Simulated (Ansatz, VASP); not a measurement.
Two plane-wave programs on ZrC

File INCAR:

```
ALGO = Normal
EDIFF = 1E-6
ENCUT = 520
GGA = PS
ISIF = 2
ISMEAR = 0
LASPH = T
LCHARG = F
LREAL = F
LWAVE = F
NBANDS = 15
NELM = 60
PREC = Accurate
SIGMA = 0.15
```

KPOINTS

```
k-points
0
Gamma
  18 18 18
```

File POSCAR:

```
ZrC
1.0
    0.0000000000      2.3502100000      2.3502100000
    2.3502100000      0.0000000000      2.3502100000
    2.3502100000      2.3502100000      0.0000000000
Zr C
1 1
Direct
    0.5000000000      0.5000000000      0.5000000000
   -0.0079780105     -0.0079780105      0.0079780105
```

Input for Ansatz:

```yaml
crystal:
  lattice:
    - [0.0, 2.35021, 2.35021]
    - [2.35021, 0.0, 2.35021]
    - [2.35021, 2.35021, 0.0]
  atoms:
    - { symbol: Zr, position: [0.5, 0.5, 0.5] }
    - { symbol: C, position: [-0.0079780105, -0.0079780105, 0.0079780105] }
basis:
  ecutwfc: 420
kpoints:
  mp_grid: { grid: [18, 18, 18] }
hamiltonian:
  xc: pbesol
scf:
  occupations: { method: gaussian, width: 0.15 }
output:
  forces: true
  stress: true
  eigenvalues: true
```

Change from the starting cell: all C atoms moved +0.037 Å, as atom 2 towards its neighbour atom 1 (Zr) at 2.350 Å.

Alike in both runs: task single point; functional PBEsol; k mesh 18 × 18 × 18; occupations gaussian, width 0.15 eV; no spin polarisation.

|  | VASP | Ansatz |
| --- | --- | --- |
| version | VASP 6.6.1 | Ansatz 0.2.0 |
| potentials or method | VASP PAW PBE potentials, release 64 (Zr_sv, C) | scalar-relativistic, plane waves, PAW |
| plane-wave cutoff (eV) | 520 | 420 |
| valence electrons in the cell | 16 | 16 |

Ansatz gave:

```
gap on the k mesh at the Fermi level (eV)       : none
pressure (GPa)                                  : -4.5
largest component of the traceless stress (GPa) : 0.24
rms of the force components (eV/Å)              : 0.151
```

Question: Estimate VASP's values.

Answer: gap on the k mesh at the Fermi level (eV): none; pressure (GPa): -4.1; largest component of the traceless stress (GPa): 0.24; rms of the force components (eV/Å): 0.152.

Atom by atom the forces differ by 0.001 eV/Å (rms over components). A gap of «none» marks a metal or a gap that the smearing closes. The functional is the same, so the differences come from potentials, cutoffs and numerics.

Caveats: the PAW data sets were made with another functional, which shifts forces and pressure a little (VASP).
